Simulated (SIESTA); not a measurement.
Au: equation of state with PBE

The system is Au.

```
Au
1.0
    -1.65727    1.65727    1.65727
     1.65727   -1.65727    1.65727
     1.65727    1.65727   -1.65727
Au
1
Direct
  0.00000 0.00000 0.00000
```

This isn't the form of Au at room conditions, which is fcc.

```
Program             : SIESTA 5.4.2
Task                : equation of state
Functional          : PBE
Potentials or basis : PseudoDojo 0.4 standard (PBE files)
Basis               : DZP (energy shift 0.003 Ry; two zetas on semicore shells)
Grid cutoff         : 800 Ry
Energy shift        : 0.003 Ry
k mesh              : 11 × 11 × 11
Occupations         : fermi-dirac, width 0.05 eV
Spin                : no spin polarisation
```

| Quantity | Value |
| --- | --- |
| Equilibrium volume | 18.21 Å³/atom |
| Bulk modulus | 141 GPa |
| Pressure derivative of the bulk modulus | 4.8 (rough: it moves with the points fitted) |

Energy against volume, from the lowest point:
```
volume (Å³/atom)  energy (meV/atom)
          17.115              32.40
          17.479              13.85
          17.843               3.42
          18.207               0.00
          18.571               3.16
          18.935              12.05
          19.299              25.83
```

All runs of the series together: 2.7 min on 1 thread of Intel(R) Xeon(R) Processor @ 2.70GHz (shared host).

Caveat: short orbitals over semicore shells can move pressures by several GPa; the basis of atomic orbitals isn't converged, which shifts pressures, moduli and gaps. Spin-orbit coupling is left out, which matters for the levels of Au.
